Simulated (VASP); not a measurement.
# CdS in VASP: one cell, several levels of theory, part 2 of 2

VASP 6.6.1, plane waves, PAW. Earlier steps stand in the parts before.

## Step 3: Single point with r2SCAN

INCAR reads:

```
ENCUT = 520.000000
SIGMA = 0.010000
EDIFF = 1.00e-07
ALGO = Normal
METAGGA = R2SCAN
PREC = Accurate
IBRION = -1
ISIF = 2
ISMEAR = 0
NBANDS = 16
NELM = 120
NSW = 0
LASPH = .TRUE.
LCHARG = .FALSE.
LWAVE = .FALSE.
LREAL = .FALSE.
```

KPOINTS reads:

```
KPOINTS created by Atomic Simulation Environment
0
Gamma
8 8 8
0 0 0
```

KPOINTS_OPT reads:

```
special points
6
Reciprocal
0.0000000000 0.0000000000 0.0000000000 1
-0.5000000000 -0.5000000000 0.0000000000 1
-0.3750000000 -0.3750000000 0.2500000000 1
-0.3750000000 0.0000000000 0.3750000000 1
0.0000000000 0.0000000000 0.5000000000 1
-0.5000000000 -0.2500000000 0.2500000000 1
```

POSCAR reads:

```
Cd S
 1.0000000000000000
     0.0000000000000000    3.0144587398999998    2.9392148400000000
     3.0144587398999998    0.0000000000000000    2.9392148400000000
     3.0144587398999998    3.0144587398999998    0.0000000000000000
 Cd  S
   1   1
Cartesian
  0.0000000000000000  0.0000000000000000  0.0000000000000000
  1.5072293699499999  1.5072293699499999  1.4696074200000000
```

The run is started by

```console
$ mpirun -np 1 vasp_std
```

Standard output, without the iteration lines:

```text
POSCAR found type information on POSCAR CdS
 POSCAR found :  2 types and       2 ions
 -----------------------------------------------------------------------------
|                                                                             |
|                                                                             |
|     You enforced a specific xc type in the INCAR file but a different       |
|     I HOPE YOU KNOW WHAT YOU ARE DOING!                                     |
|                                                                             |
 -----------------------------------------------------------------------------

 LDA part: xc-table for (None), standard interpolation
 POSCAR, INCAR and KPOINTS ok, starting setup
 FFT: planning ... GRIDC
 FFT: planning ... GRID_SOFT
 FFT: planning ... GRID
 WAVECAR not read
 entering main loop
 Start KPOINTS_OPT (optional k-point list driver)
k-point batch [1-6\6]
```

OSZICAR:

```text
N       E                     dE             d eps       ncg     rms          rms(c)
DAV:   1     0.828956555972E+02    0.82896E+02   -0.90670E+03  1912   0.104E+03
DAV:   2    -0.304348930610E+02   -0.11333E+03   -0.10702E+03  2296   0.254E+02
DAV:   3    -0.348568362128E+02   -0.44219E+01   -0.44136E+01  2264   0.531E+01
DAV:   4    -0.348835593426E+02   -0.26723E-01   -0.26721E-01  2544   0.403E+00
DAV:   5    -0.348839192458E+02   -0.35990E-03   -0.35990E-03  2296   0.436E-01    0.661E+00
DAV:   6    -0.296751640173E+02    0.52088E+01   -0.32269E+00  2000   0.256E+01    0.823E+00
DAV:   7    -0.296435784989E+02    0.31586E-01   -0.28257E-01  2472   0.535E+00    0.503E+00
DAV:   8    -0.296605953578E+02   -0.17017E-01   -0.61098E-02  2312   0.273E+00    0.117E+00
DAV:   9    -0.296653216241E+02   -0.47263E-02   -0.71101E-03  2480   0.712E-01    0.197E-01
DAV:  10    -0.296656250684E+02   -0.30344E-03   -0.25468E-03  2416   0.515E-01    0.177E-01
DAV:  11    -0.296655688379E+02    0.56231E-04   -0.15910E-04  2216   0.182E-01    0.102E-01
DAV:  12    -0.296655403650E+02    0.28473E-04   -0.20013E-04  2336   0.156E-01    0.352E-02
DAV:  13    -0.296655394872E+02    0.87782E-06   -0.35355E-06  2344   0.229E-02    0.741E-03
DAV:  14    -0.296655390562E+02    0.43097E-06   -0.27946E-07  2376   0.561E-03    0.200E-03
DAV:  15    -0.296655389673E+02    0.88865E-07   -0.55046E-08  1384   0.191E-03
   1 F= -.29665539E+02 E0= -.29665539E+02  d E =-.656759E-29
       N       E                     dE             ncg
DAV:   1     0.178882376593E+04   -0.29701E+04      192
DAV:   2     0.110024834624E+04   -0.68858E+03      232
DAV:   3     0.107502636495E+04   -0.25222E+02      240
DAV:   4     0.107488077010E+04   -0.14559E+00      248
DAV:   5     0.107487886409E+04   -0.19060E-02      240
DAV:   6     0.107487882660E+04   -0.37490E-04      248
DAV:   7     0.107487882568E+04   -0.91666E-06      240
DAV:   8     0.107487882566E+04   -0.23522E-07      216
```

OUTCAR, selected sections:

```text
k-points           NKPTS =     59   k-points in BZ     NKDIM =     59   number of bands    NBANDS=     16

   NELECT =      18.0000    total number of electrons

   dimension x,y,z NGX =    32 NGY =   32 NGZ =   32
   dimension x,y,z NGXF=    64 NGYF=   64 NGZF=   64

  energy-cutoff  :      520.00
  volume of cell :       53.42
      direct lattice vectors                 reciprocal lattice vectors
     0.000000000  3.014458740  2.939214840    -0.165867256  0.165867256  0.170113458
     3.014458740  0.000000000  2.939214840     0.165867256 -0.165867256  0.170113458
     3.014458740  3.014458740  0.000000000     0.165867256  0.165867256 -0.170113458

 k-points in reciprocal lattice and weights: KPOINTS created by Atomic Simulation Env
   0.00000000  0.00000000  0.00000000       0.002
   0.12500000  0.00000000  0.00000000       0.016
   0.25000000  0.00000000  0.00000000       0.016
   0.37500000  0.00000000  0.00000000       0.016
   0.50000000  0.00000000  0.00000000       0.008
   0.12500000  0.12500000  0.00000000       0.004
   0.25000000  0.12500000  0.00000000       0.016
   0.37500000  0.12500000  0.00000000       0.016
[... 51 more k-points ...]

 E-fermi :   0.5647

 k-point     1 :       0.0000    0.0000    0.0000
  band No.  band energies     occupation
      1     -11.9909      2.00000
      2      -7.2926      2.00000
      3      -7.2926      2.00000
      4      -7.2790      2.00000
      5      -6.8791      2.00000
      6      -6.8737      2.00000
      7       0.4207      2.00000
      8       0.4207      2.00000
      9       0.4900      2.00000
     10       1.8607      0.00000
     11       7.5221      0.00000
     12       7.5273      0.00000
     13       7.5273      0.00000
     14      11.9449      0.00000
     15      12.1637      0.00000
     16      12.4946      0.00000

 k-point     2 :       0.1250    0.0000    0.0000
  band No.  band energies     occupation
      1     -11.9378      2.00000
      2      -7.2735      2.00000
      3      -7.2654      2.00000
      4      -7.2328      2.00000
      5      -6.8789      2.00000
      6      -6.8751      2.00000
      7      -0.4881      2.00000
      8       0.3101      2.00000
      9       0.3648      2.00000
     10       2.6503      0.00000
     11       7.2002      0.00000
     12       7.7032      0.00000
     13       7.7243      0.00000
     14      11.5933      0.00000
     15      11.8173      0.00000
     16      12.6232      0.00000

 k-point     3 :       0.2500    0.0000    0.0000
  band No.  band energies     occupation
      1     -11.8092      2.00000
      2      -7.2322      2.00000
      3      -7.2217      2.00000
      4      -7.0525      2.00000
      5      -6.8725      2.00000
      6      -6.8717      2.00000
      7      -1.8698      2.00000
      8       0.0591      2.00000
      9       0.1311      2.00000
     10       3.4933      0.00000
     11       7.0824      0.00000
     12       7.9375      0.00000
     13       8.0459      0.00000
     14      11.4433      0.00000
     15      11.5008      0.00000
     16      12.0215      0.00000

 k-point     4 :       0.3750    0.0000    0.0000
  band No.  band energies     occupation
      1     -11.6807      2.00000
      2      -7.2002      2.00000
      3      -7.1872      2.00000
      4      -6.8614      2.00000
      5      -6.8526      2.00000
      6      -6.7481      2.00000
      7      -3.0567      2.00000
      8      -0.1743      2.00000
      9      -0.0856      2.00000
     10       3.7677      0.00000
     11       7.6669      0.00000
     12       7.8913      0.00000
     13       8.0883      0.00000
     14      11.6015      0.00000
     15      12.3616      0.00000
     16      12.3929      0.00000

 k-point     5 :       0.5000    0.0000    0.0000
  band No.  band energies     occupation
      1     -11.6278      2.00000
      2      -7.1902      2.00000
      3      -7.1761      2.00000
      4      -6.8516      2.00000
      5      -6.8406      2.00000
      6      -6.5530      2.00000
      7      -3.5760      2.00000
      8      -0.2671      2.00000
      9      -0.1716      2.00000
     10       3.7865      0.00000
     11       7.8179      0.00000
     12       8.0002      0.00000
     13       8.1159      0.00000
     14      11.7364      0.00000
     15      13.3608      0.00000
     16      13.5230      0.00000

 k-point     6 :       0.1250    0.1250    0.0000
  band No.  band energies     occupation
      1     -11.9185      2.00000
      2      -7.2546      2.00000
      3      -7.2546      2.00000
      4      -7.2325      2.00000
      5      -6.8850      2.00000
      6      -6.8678      2.00000
      7      -0.4565      2.00000
      8       0.1299      2.00000
      9       0.1299      2.00000
     10       2.9469      0.00000
     11       6.7688      0.00000
     12       7.9342      0.00000
     13       7.9342      0.00000
     14      10.8711      0.00000
     15      12.2903      0.00000
     16      13.2530      0.00000

 k-point     7 :       0.2500    0.1250    0.0000
  band No.  band energies     occupation
      1     -11.8143      2.00000
      2      -7.2209      2.00000
      3      -7.2099      2.00000
      4      -7.1091      2.00000
      5      -6.8839      2.00000
      6      -6.8558      2.00000
      7      -1.5013      2.00000
      8      -0.1609      2.00000
      9      -0.0673      2.00000
     10       3.7611      0.00000
     11       6.4144      0.00000
     12       8.1603      0.00000
     13       8.3113      0.00000
     14      10.3652      0.00000
     15      12.2405      0.00000
     16      13.3101      0.00000

 k-point     8 :       0.3750    0.1250    0.0000
  band No.  band energies     occupation
      1     -11.6866      2.00000
      2      -7.1851      2.00000
      3      -7.1728      2.00000
      4      -6.9379      2.00000
      5      -6.8409      2.00000
      6      -6.7745      2.00000
      7      -2.6760      2.00000
      8      -0.3873      2.00000
      9      -0.3527      2.00000
     10       4.2263      0.00000
     11       6.8012      0.00000
     12       7.9877      0.00000
     13       8.3630      0.00000
     14      11.0749      0.00000
     15      12.8819      0.00000
     16      12.8845      0.00000

 k-point     9 :       0.5000    0.1250    0.0000
  band No.  band energies     occupation
      1     -11.6107      2.00000
      2      -7.1654      2.00000
      3      -7.1609      2.00000
      4      -6.8844      2.00000
      5      -6.8381      2.00000
      6      -6.5363      2.00000
      7      -3.4183      2.00000
      8      -0.6083      2.00000
      9      -0.4335      2.00000
     10       4.3131      0.00000
     11       7.1248      0.00000
     12       8.2008      0.00000
     13       8.3478      0.00000
     14      11.8172      0.00000
     15      13.2295      0.00000
     16      13.5311      0.00000

 k-point    10 :      -0.3750    0.1250    0.0000
  band No.  band energies     occupation
      1     -11.6298      2.00000
      2      -7.1722      2.00000
      3      -7.1634      2.00000
      4      -6.8664      2.00000
      5      -6.8598      2.00000
      6      -6.6091      2.00000
      7      -3.2452      2.00000
      8      -0.6932      2.00000
      9      -0.2781      2.00000
     10       4.3274      0.00000
     11       7.2015      0.00000
     12       8.1260      0.00000
     13       8.1920      0.00000
     14      12.0688      0.00000
     15      12.4526      0.00000
     16      13.5008      0.00000

 k-point    11 :      -0.2500    0.1250    0.0000
  band No.  band energies     occupation
      1     -11.7331      2.00000
      2      -7.2069      2.00000
      3      -7.1802      2.00000
      4      -6.9398      2.00000
      5      -6.8842      2.00000
      6      -6.8398      2.00000
      7      -2.3161      2.00000
      8      -0.5353      2.00000
      9       0.0018      2.00000
     10       4.1311      0.00000
     11       7.0792      0.00000
     12       7.7622      0.00000
     13       8.1058      0.00000
     14      10.8769      0.00000
     15      12.3233      0.00000
     16      13.3041      0.00000

 k-point    12 :      -0.1250    0.1250    0.0000
  band No.  band energies     occupation
      1     -11.8610      2.00000
      2      -7.2517      2.00000
      3      -7.2183      2.00000
      4      -7.1503      2.00000
      5      -6.8884      2.00000
      6      -6.8654      2.00000
      7      -1.2237      2.00000
      8      -0.1083      2.00000
      9       0.2526      2.00000
     10       3.3938      0.00000
     11       6.9624      0.00000
     12       7.8719      0.00000
     13       7.9148      0.00000
     14      10.7896      0.00000
     15      11.6744      0.00000
     16      13.6657      0.00000

[... the tables of k-points 13 to 59 left out ...]

  Total       -0.8966324     -0.8966324     -0.7263932      0.0000000      0.0000000      0.0000000
  in kB      -26.8933568    -26.8933568    -21.7872475      0.0000000      0.0000000      0.0000000
  external PRESSURE =     -25.1913204 kB  Pullay stress =       0.0000000 kB

 POSITION                                       TOTAL-FORCE (eV/Angst)
 -----------------------------------------------------------------------------------
      0.00000      0.00000      0.00000        -0.000000     -0.000000      0.000000
      1.50723      1.50723      1.46961         0.000000      0.000000      0.000000
 -----------------------------------------------------------------------------------
    total drift:                               -0.000002     -0.000002     -0.000000

  FREE ENERGIE OF THE ION-ELECTRON SYSTEM (eV)
  ---------------------------------------------------
  free  energy   TOTEN  =       -29.6655389673 eV

  energy  without entropy=      -29.6655389673  energy(sigma->0) =      -29.66553897
```

Hardware: 1 MPI rank of Intel Xeon 6975P-C, shared host.

The levels at the points of KPOINTS_OPT are read from vasprun.xml.

Band energies at the special points (eV, zero at the top of v, the last band that the electrons fill by count):

| point | v−1 | v | c | c+1 |
| --- | --- | --- | --- | --- |
| Γ | -0.07 | 0.00 | 1.37 | 7.03 |
| X | -1.78 | -1.78 | 3.85 | 4.46 |
| U | -2.32 | -1.47 | 4.45 | 5.58 |
| K | -2.33 | -1.37 | 4.59 | 5.68 |
| L | -0.76 | -0.66 | 3.30 | 7.33 |
| W | -2.05 | -2.04 | 5.55 | 5.64 |

r2SCAN gives a direct gap of 1.37 eV at Γ. Pressure: -2.52 GPa; the forces vanish within 0.01 eV/Å.

## Step 4: What came out

The summary covers parts 1 to 2.

```
 level  gap (eV)  pressure (GPa)  Ansatz: gap (eV)  Ansatz: pressure (GPa)
   PBE      0.94           -1.07              0.94                   -1.33
r2SCAN      1.37           -2.52              1.38                   -2.76
```

The gap runs from 0.94 eV (PBE) to 1.37 eV (r2SCAN). The pressure is highest with PBE (-1.1 GPa) and lowest with r2SCAN (-2.5 GPa), which orders the cells that they would relax to. The two programs agree on the gap within 0.02 eV, far less than the spread between functionals. Each program uses its own PAW datasets and cutoff. VASP's cell holds 18 valence electrons and Ansatz's 26.
